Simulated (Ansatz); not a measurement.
# BaF2 (Frankdicksonite): how the settings move a single-point run

How sensitive is a single-point run of BaF2 (Frankdicksonite) to its settings? A reference run comes first, then five runs with altered input.

Computed with Ansatz 0.2.0 (reference: DFT, HSE06, plane waves, PAW, unless a step's input says otherwise).

### 1 Starting point

It takes space group Fm-3m (No. 225, cubic). The conventional cell has a = 6.194 Å, b = 6.194 Å, c = 6.194 Å, α = 90.00°, β = 90.00°, γ = 90.00°. Around Ba (site symmetry m-3m) lie 8 F at 2.68 Å. F (site symmetry -43m) is surrounded by 4 Ba at 2.68 Å.

Coordinates:

```cif
data_structure
_symmetry_space_group_name_H-M 'Fm-3m'
_symmetry_Int_Tables_number 225
_cell_length_a 6.1943
_cell_length_b 6.1943
_cell_length_c 6.1943
_cell_angle_alpha 90.000
_cell_angle_beta 90.000
_cell_angle_gamma 90.000
_cell_volume 237.67
loop_
_atom_site_label
_atom_site_type_symbol
_atom_site_symmetry_multiplicity
_atom_site_Wyckoff_symbol
_atom_site_fract_x
_atom_site_fract_y
_atom_site_fract_z
_atom_site_occupancy
Ba1 Ba 4 a 0.00000 0.00000 0.00000 1
F1 F 8 c 0.25000 0.75000 0.75000 1
```

### 2 Reference

The input, input.yaml:

```yaml
crystal:
  lattice:
    - [0.0, 3.0971612425, 3.0971612425]
    - [3.0971612425, 0.0, 3.0971612425]
    - [3.0971612425, 3.0971612425, 0.0]
  atoms:
    - { symbol: Ba, position: [0.0, 0.0, 0.0] }
    - { symbol: F, position: [0.25, 0.25, 0.25] }
    - { symbol: F, position: [0.75, 0.75, 0.75] }
kpoints:
  mp_grid: { grid: [4, 4, 4] }
hamiltonian:
  xc: hse06
scf:
  occupations: { method: fixed }
  n_extra_bands: 4
output:
  forces: true
  stress: true
  eigenvalues: true
```

Command:

```
$ ansatz run input.yaml --threads 4 --pin off --max-ram 3686MiB --backend cpu --events-out ev --progress --plain --runs-dir out
```

### 3 Changed: exchange pbe, correlation pbe, coeff 1.0, omega 0.2078

Changes to input.yaml since step 2:

```diff
@@ -12,3 +12,6 @@
 hamiltonian:
-  xc: hse06
+  xc:
+    exchange: pbe
+    correlation: pbe
+    exx: { coeff: 1.0, omega: 0.2078 }
 scf:
```

### 4 Changed: exchange pbe, correlation pbe, coeff 1.0, omega 0.3

Changes to input.yaml since step 2:

```diff
@@ -12,3 +12,3 @@
 hamiltonian:
-  xc: hse06
+  xc: { exchange: pbe, correlation: pbe, exx: { coeff: 1.0, omega: 0.3 } }
 scf:
```

### 5 Variant: exchange pbe, correlation pbe, coeff 0.15

Changes to input.yaml since step 2:

```diff
@@ -12,3 +12,3 @@
 hamiltonian:
-  xc: hse06
+  xc: { exchange: pbe, correlation: pbe, exx: { coeff: 0.15 } }
 scf:
```

### 6 Changed: exchange pbe, correlation pbe, coeff 1.0, omega 0.5

Changes to input.yaml since step 2:

```diff
@@ -12,3 +12,3 @@
 hamiltonian:
-  xc: hse06
+  xc: { exchange: pbe, correlation: pbe, exx: { coeff: 1.0, omega: 0.5 } }
 scf:
```

### 7 Variant: occupations.method methfessel_paxton, occupations.width 0.001

Changes to input.yaml since step 2:

```diff
@@ -14,3 +14,3 @@
 scf:
-  occupations: { method: fixed }
+  occupations: { method: methfessel_paxton, width: 0.001 }
   n_extra_bands: 4
```

Q: Predict the outcome of this session. Wanted: for each run, ending; energy change; pressure; gap; force.

**Answer**, as computed:

| run | ending | energy change | pressure (GPa) | gap (eV) | force (eV/Å) | cycles | time |
| --- | --- | --- | --- | --- | --- | --- | --- |
| reference | converged | 0 | 0.4 | 8.77 | 0.00 | 15 | 5 s |
| 1: exchange pbe, correlation pbe, coeff 1.0, omega 0.2078 | converged | not comparable | -2.7 | 14.97 | 0.00 | 21 | 6.7 s |
| 2: exchange pbe, correlation pbe, coeff 1.0, omega 0.3 | converged | not comparable | -2.6 | 13.85 | 0.00 | 23 | 6.6 s |
| 3: exchange pbe, correlation pbe, coeff 0.15 | converged | not comparable | 0.7 | 8.45 | 0.00 | 14 | 4.7 s |
| 4: exchange pbe, correlation pbe, coeff 1.0, omega 0.5 | converged | not comparable | -2.5 | 11.96 | 0.00 | 18 | 6.1 s |
| 5: occupations.method methfessel_paxton, occupations.width 0.001 | converged | 0.0 meV/atom (σ→0) | 0.4 | 8.77 | 0.00 | 14 | 4.9 s |

Residual by cycle in the longest SCF loop of each run; runs are numbered as in the table. The quantity is the density residual dr2, in eV.

| cycle | reference | run 1 | run 2 | run 3 | run 4 | run 5 |
| --- | --- | --- | --- | --- | --- | --- |
| 1 | 0.0584 | 0.322 | 0.349 | 0.0242 | 0.386 | 0.0565 |
| 2 | 0.00906 | 0.0949 | 0.0858 | 0.00428 | 0.069 | 0.00876 |
| 3 | 0.00171 | 0.0377 | 0.0351 | 6.3e-4 | 0.0265 | 0.00178 |
| 4 | 3.7e-4 | 0.0124 | 0.00543 | 1.4e-4 | 0.00402 | 3.6e-4 |
| 5 | 5.0e-5 | 5.2e-4 | 0.00349 | 1.5e-5 | 0.00314 | 4.9e-5 |
| 6 | 1.9e-4 | 5.6e-4 | 8.4e-4 | 5.6e-5 | 7.3e-4 | 1.9e-4 |
| 7 | 1.3e-6 | 1.1e-5 | 1.2e-4 | 5.1e-7 | 9.7e-5 | 8.6e-7 |

«occupations.method methfessel_paxton, occupations.width 0.001» leaves the energy as it was. The gap of the reference lacks spin-orbit coupling, though the cell holds Ba.
